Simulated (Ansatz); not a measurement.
An Ansatz run on LiNbO3 in the LiNbO3 structure left the output below. Cell and atoms come from a relaxation with r2SCAN.

Structure:
```
Li Nb O
1.0
     2.56870    1.48304    4.62823
    -2.56870    1.48304    4.62823
     0.00000   -2.96608    4.62823
Li Nb O
2 2 6
Direct
  0.78217 0.78217 0.78217
  0.28217 0.28217 0.28217
  0.50018 0.50018 0.50018
  0.00018 0.00018 0.00018
  0.60799 0.21964 0.86202
  0.86202 0.60799 0.21964
  0.10799 0.36202 0.71964
  0.21964 0.86202 0.60799
  0.71964 0.10799 0.36202
  0.36202 0.71964 0.10799
```

The log, with set-up remarks and timings taken out:
```
scf.n_extra_bands = 6 over 34 filled bands (N_el = 68.0): the run solves 40 bands
Functional definition: PBE
Crystal: 10 atoms, lattice volume = 105.787 Å³
Basis set: ecut = 420 eV, 2079 PW (Γ)
Symmetry: 6 space group operations
Space group: R3c (ITA 161)
k-points: 32 of 216 (time reversal used)
preconditioner: auto → Resta (q_TF=auto, 2.535 Å⁻¹)  ε∞=7.1  [insulator: Δε(μ)=3.619 eV  σ=0.020 eV  ℏωp=25.0 eV]
SCF 1 converged in 6 iterations: F = -12929.445934 eV  dr2 = 9.63e-8
NSCF: frozen V_eff on 73 k-points
SCF converged after 6 iterations
Free energy (F): -12929.445934 eV
Fermi energy:    9.098420 eV
--- Forces (eV/Å), atoms counted from 1 ---
  atom   1  Li      0.00000      0.00000    -0.01062
  atom   2  Li      0.00000      0.00000    -0.01062
  atom   3  Nb      0.00000      0.00000    -0.08104
  atom   4  Nb      0.00000      0.00000    -0.08104
  atom   5  O       0.01680    -0.11374      0.03057
  atom   6  O       0.09010      0.07142      0.03057
  atom   7  O     -0.09010      0.07142      0.03057
  atom   8  O     -0.10690      0.04232      0.03057
  atom   9  O     -0.01680    -0.11374      0.03057
  atom  10  O       0.10690      0.04232      0.03057
--- Stress (GPa, compression-positive) ---
        4.324051       0.000000       0.000000
        0.000000       4.324051       0.000000
        0.000000       0.000000       4.119941
  P = ⅓ Tr σ = 4.2560 GPa (42.560 kbar)
--- Band table (eV; the first three rows and the last of 32) ---
  k-point 0: bands = […, 6.6015, 6.6015, 6.6370, 6.7822, 7.2883, 7.2883, 10.9445, 10.9445, 11.4000, 12.4578, …]
  k-point 1: bands = […, 6.5063, 6.7636, 6.7998, 6.8740, 7.1512, 7.2059, 10.9808, 10.9946, 11.3983, 12.3638, …]
  k-point 2: bands = […, 6.7290, 6.8076, 6.8253, 6.9447, 7.0791, 7.2154, 10.9956, 11.2225, 11.7297, 12.0108, …]
  k-point 31: bands = […, 6.6655, 6.6655, 6.9919, 6.9919, 6.9919, 6.9919, 11.9597, 11.9597, 12.1613, 12.1613, …]
```

**Question.** Which of these blocks stood in the input: relax, gw, phonons, dielectric, magnetization (spin_orbit)?

**Answer.** None of them. A single point prints forces and stress when the output block asks for them.

**Question.** Which k mesh was typed?

**Answer.** 6×6×6, Γ-centred.

**Question.** How were the bands filled?

**Answer.** With smearing of width σ = 0.02 eV (Fermi-Dirac in this run).

Command: `ansatz run input.yaml --threads 2 --pin off --max-ram 20275MiB --backend cpu --events-out ev --progress --plain --runs-dir out`.

**Question.** It took 11 s on 2 threads of AMD EPYC 7R13 Processor (Zen 3), with other jobs on the host, load about 3.9 per core. What peak of host memory did it reach?

**Answer.** About 0.71 GiB.

All values are calculated for a non-magnetic cell, which may be hypothetical.

Spin-orbit coupling is left out.
